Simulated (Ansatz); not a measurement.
CHF3 (trifluoromethane): the vertical electron affinity, rung by rung

CHF3 has 5 atoms, charge 0, and is taken as a singlet. As SMILES, `FC(F)F`. Geometry: relaxed at GFN2-xTB.

Quantity: the vertical electron affinity (to the doublet anion), in eV. The values are calculated.

The electron affinity is E(neutral) − E(anion): positive where the electron is bound.

```csv
level,kind,program,value (eV),less FCI/STO-3G,CPU time (all runs)
SVWN5/STO-3G,LDA,Ansatz,-14.55,+1.69,17 s
revPBE/STO-3G,GGA,Ansatz,-14.58,+1.66,33 s
r2SCAN/STO-3G,meta-GGA,Ansatz,-14.43,+1.81,57 s
B3LYP/STO-3G,global hybrid,Ansatz,-14.32,+1.92,31 s
BHLYP/STO-3G,global hybrid,Ansatz,-14.44,+1.80,18 s
HSE06/STO-3G,range-separated hybrid,Ansatz,-14.43,+1.81,35 s
RPA@PBE/STO-3G,RPA,Ansatz,-15.82,+0.42,27 s
CCSDT/STO-3G,coupled cluster or CI,Ansatz,-16.24,0.00,5.5 s
FCI/STO-3G,exact in the basis,Ansatz,-16.24,0.00,49 s
```

FCI/STO-3G is exact within its basis and frozen core, so for wave-function methods in that basis the difference is their error; functionals converge differently with the basis, so for them it is only a difference. The values span -16.24 to -14.32 eV. All rows use very small basis sets, so none should be taken for the real molecule's value. Negative values mean that the anion is unbound at that level; they are set by how diffuse the basis is and aren't properties of the molecule, whose anion may well be bound. In so small a basis fixed costs decide the times, and correlated methods can beat functionals. CPU times are rough (shared hosts, several kinds of processor and program).
